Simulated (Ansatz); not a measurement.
Here is an Ansatz 0.2.0 calculation.

input.yaml

```yaml
crystal:
  lattice:
    - [0.0, 5.6161, 5.6161]
    - [5.6161, 0.0, 5.6161]
    - [5.6161, 5.6161, 0.0]
  atoms:
    - { symbol: Bi, position: [0.0, 0.0, 0.0] }
    - { symbol: Cs, position: [0.75, 0.75, 0.75] }
    - { symbol: Cs, position: [0.25, 0.25, 0.25] }
    - { symbol: Ag, position: [0.5, 0.5, 0.5] }
    - { symbol: Br, position: [0.74945, 0.74945, 0.25055] }
    - { symbol: Br, position: [0.25055, 0.25055, 0.74945] }
    - { symbol: Br, position: [0.74945, 0.25055, 0.25055] }
    - { symbol: Br, position: [0.74945, 0.25055, 0.74945] }
    - { symbol: Br, position: [0.25055, 0.74945, 0.74945] }
    - { symbol: Br, position: [0.25055, 0.74945, 0.25055] }
hamiltonian:
  xc: pbesol
  pseudopotentials: { kind: paw }
  hubbard: { sites: [{ species: Ag, l: d, u_eff: 6.0 }] }
kpoints:
  mp_grid: { grid: [4, 4, 4] }
scf:
  occupations: { method: fermi_dirac, width: 0.05 }
  n_extra_bands: 25
output:
  forces: true
  stress: true
  eigenvalues: true
  dos: { projected: true, de: 0.05, nscf_kmesh: { grid: [6, 6, 6] } }
  write_density: true
  write_potential: true
  elf: true
  volumetric_format: npy
```

Potentials or basis: Ansatz PAW.

Run with:

```console
$ ansatz run input.yaml --threads 4 --pin off --max-ram 11264MiB --backend cpu --events-out ev --progress --plain --runs-dir out
```

Problem. What does it give for the pressure?

Solution. 0.2 GPa.

Problem. Predict the largest force.

Solution. 0.159 eV/Å.

Problem. What does it give for the band gap on the k mesh?

Solution. 1.55 eV, indirect (least direct gap 2.59 eV).

Eigenvalues of the final occupation matrices:
```
  site  spin  trace               eigenvalues
site 1     1   4.97  0.99 0.99 1.00 1.00 1.00
```

Caveat: spin-orbit coupling is left out, which as a rule narrows the gap of such compounds by several tenths of an eV; the PAW data sets come from PBE, with cores solved anew for the run's functional, which leaves a small shift of forces and pressure; the density of states is complete only up to the lowest level of the last band computed. A k mesh can miss the band edges.
